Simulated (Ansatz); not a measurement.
## TiS2: a prediction, then the measurements

Level of theory: DFT PBE+D3(BJ), scalar-relativistic, plane waves, PAW (Ansatz).

Cutoff 420 eV; k points 12×12×8 on the computed 3-atom cell (Γ-centred); Gaussian smearing, width 0.10 eV; no spin polarisation.

Relaxed structure, symmetry kept:

```xyz
3
Lattice="3.3589 0.0000 0.0000 -1.6794 2.9089 0.0000 0.0000 0.0000 5.5243" Properties=species:S:1:pos:R:3 pbc="T T T"
Ti    0.0000    0.0000    0.0000
S     0.0000    1.9392    1.4291
S     1.6794    0.9696    4.0952
```

- Space group: P-3m1 (No. 164)
- Volume per atom: 17.99 Å³
- Kohn–Sham band gap: none (metal)
- Density of states at the Fermi level: 0.39 states/eV per cell
- Löwdin character within 0.5 eV of the Fermi level: Ti 3d 62 %, S 3p 34 %
- Bader charges (e): Ti (1 in the cell) 1.72, S (2 in the cell) -0.86

A ferromagnetic start lost its moments in a first run, so spin was left out; other magnetic orders weren't tried.

**Experimental background.**

“Crystal growth, characterization and electronic band structure of TiSeS”, 2022, arxiv:2210.12799 quotes, for a bulk crystal of TiS2: lattice constant a 3.407 Å; lattice constant c 5.695 Å.

Against the measured lattice constant a of TiS2, 3.407 Å (quoted in the paper above), the calculated 3.359 Å is off by -1.4 %. Measured lattice constant c of TiS2: 5.695 Å (quoted in the paper above). This calculation gives 5.524 Å (-3.0 %). The calculation is for 0 K without zero-point motion.

Closed-shell ions balance this formula, so the missing gap can be the error of a semilocal functional.